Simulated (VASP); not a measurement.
## AgCl in VASP 6.6.1, single-point calculation

INCAR

```
PREC = Accurate
NSW = 0
NELM = 120
ISIF = 2
ISYM = 1
NBANDS = 16
LCHARG = .FALSE.
SIGMA = 0.02
GGA = PE
EDIFF = 1E-7
ISMEAR = -1
ENCUT = 520
IBRION = -1
LREAL = .FALSE.
LASPH = .TRUE.
LWAVE = .FALSE.
```

KPOINTS

```
KPOINTS created by Atomic Simulation Environment
0
Gamma
10 10 10
0 0 0
```

POSCAR

```
Ag Cl
 1.0000000000000000
     0.0000000000000000    2.7731838141999998    2.7731838141999998
     2.8638669248999999    0.0000000000000000    2.7731838141999998
     2.8638669248999999    2.7731838141999998    0.0000000000000000
 Ag  Cl
   1   1
Cartesian
  0.0000000000000000  0.0000000000000000  0.0000000000000000
  2.8638669248999999  2.7731838141999994  2.7731838141999994
```

The recommended PBE PAW datasets give the neutral cell 18 valence electrons.

Command

```
mpirun -np 1 vasp_std
```

OSZICAR

```
N       E                     dE             d eps       ncg     rms          rms(c)
DAV:   1     0.100463778208E+03    0.10046E+03   -0.86439E+03  3312   0.101E+03
DAV:   2    -0.178349959592E+01   -0.10225E+03   -0.94053E+02  4128   0.221E+02
DAV:   3    -0.556343162525E+01   -0.37799E+01   -0.37712E+01  4120   0.448E+01
DAV:   4    -0.558997029316E+01   -0.26539E-01   -0.26537E-01  4152   0.404E+00
DAV:   5    -0.559033589525E+01   -0.36560E-03   -0.36560E-03  4112   0.468E-01    0.566E+00
DAV:   6    -0.540431921228E+01    0.18602E+00   -0.25400E-01  4176   0.645E+00    0.369E+00
DAV:   7    -0.540027475302E+01    0.40445E-02   -0.96440E-02  3984   0.207E+00    0.190E+00
DAV:   8    -0.539962274887E+01    0.65200E-03   -0.49330E-03  3960   0.718E-01    0.304E-01
DAV:   9    -0.539970509407E+01   -0.82345E-04   -0.50005E-04  4280   0.289E-01    0.430E-02
DAV:  10    -0.539977827297E+01   -0.73179E-04   -0.11198E-04  4048   0.921E-02    0.320E-02
DAV:  11    -0.539978283823E+01   -0.45653E-05   -0.50488E-06  4216   0.157E-02    0.372E-03
DAV:  12    -0.539978283588E+01    0.23435E-08   -0.26796E-07  3840   0.455E-03
   1 F= -.53997828E+01 E0= -.53997828E+01  d E =-.135539E-10
```

From OUTCAR

```
k-points           NKPTS =    102   k-points in BZ     NKDIM =    102   number of bands    NBANDS=     16

   NELECT =      18.0000    total number of electrons

   dimension x,y,z NGX =    30 NGY =   30 NGZ =   30
   dimension x,y,z NGXF=    60 NGYF=   60 NGZF=   60

  energy-cutoff  :      520.00
  volume of cell :       44.05
      direct lattice vectors                 reciprocal lattice vectors
     0.000000000  2.773183814  2.773183814    -0.174589118  0.180298182  0.180298182
     2.863866925  0.000000000  2.773183814     0.174589118 -0.180298182  0.180298182
     2.863866925  2.773183814  0.000000000     0.174589118  0.180298182 -0.180298182

 k-points in reciprocal lattice and weights: KPOINTS created by Atomic Simulation Env
   0.00000000  0.00000000  0.00000000       0.001
   0.10000000 -0.00000000 -0.00000000       0.008
   0.20000000 -0.00000000 -0.00000000       0.008
   0.30000000  0.00000000  0.00000000       0.008
   0.40000000  0.00000000  0.00000000       0.008
   0.50000000 -0.00000000 -0.00000000       0.004
   0.10000000  0.10000000  0.00000000       0.004
   0.20000000  0.10000000 -0.00000000       0.016
   ...

 E-fermi :   3.9174

 k-point     1 :       0.0000    0.0000    0.0000
  band No.  band energies     occupation
      1     -11.5252      2.00000
      2       1.0506      2.00000
      3       1.1218      2.00000
      4       1.1218      2.00000
      5       1.1339      2.00000
      6       1.1392      2.00000
      7       1.1889      2.00000
      8       1.1889      2.00000
      9       1.2871      2.00000
     10       4.3421      0.00000
     11      14.2255      0.00000
     12      14.3235      0.00000
     13      14.3235      0.00000
     14      15.8544      0.00000
     15      16.0769      0.00000
     16      16.7949      0.00000

 k-point     2 :       0.1000   -0.0000   -0.0000
  band No.  band energies     occupation
      1     -11.4895      2.00000
      2       0.5801      2.00000
      3       0.5834      2.00000
      4       0.6680      2.00000
      5       1.1149      2.00000
      6       1.1508      2.00000
      7       1.3450      2.00000
      8       1.7870      2.00000
      9       1.7911      2.00000
     10       4.8116      0.00000
     11      13.2718      0.00000
     12      14.0018      0.00000
     13      14.1913      0.00000
     14      15.3400      0.00000
     15      15.6889      0.00000
     16      16.1708      0.00000

 k-point     3 :       0.2000   -0.0000   -0.0000
  band No.  band energies     occupation
      1     -11.3937      2.00000
      2      -0.1824      2.00000
      3       0.0899      2.00000
      4       0.1781      2.00000
      5       1.2022      2.00000
      6       1.2255      2.00000
      7       1.4517      2.00000
      8       2.3561      2.00000
      9       2.4169      2.00000
     10       5.8017      0.00000
     11      11.8514      0.00000
     12      13.0115      0.00000
     13      13.3513      0.00000
     14      15.3881      0.00000
     15      15.4727      0.00000
     16      16.0020      0.00000

 ...

  Total       -0.0735361      0.0672419      0.0672419      0.0000000      0.0000000     -0.0000000
  in kB       -2.6746760      2.4457399      2.4457399      0.0000000      0.0000000     -0.0000000
  external PRESSURE =       0.7389346 kB  Pullay stress =       0.0000000 kB

 POSITION                                       TOTAL-FORCE (eV/Angst)
 -----------------------------------------------------------------------------------
      0.00000      0.00000      0.00000         0.000000     -0.000000      0.000000
      2.86387      2.77318      2.77318         0.000000      0.000000     -0.000000
 -----------------------------------------------------------------------------------
    total drift:                               -0.000000      0.000000      0.000000

  FREE ENERGIE OF THE ION-ELECTRON SYSTEM (eV)
  ---------------------------------------------------
  free  energy   TOTEN  =        -5.3997828359 eV

  energy  without entropy=       -5.3997828359  energy(sigma->0) =       -5.39978284
```

It converged. Results: gap between bands v and c on the k mesh 0.83 eV; least direct gap on the k mesh 3.02 eV; pressure 0.1 GPa. Band v is the last that the valence electrons fill when counted band by band, and c is the next.

For comparison, a separate PBE run of the intended cell, on usual settings and not on those above, gives a gap of 0.83 eV on its mesh and a pressure of 0.1 GPa.

The run above took about 84 s on one core of a shared host (Intel Xeon Platinum 8488C) and held 0.22 GiB at most.
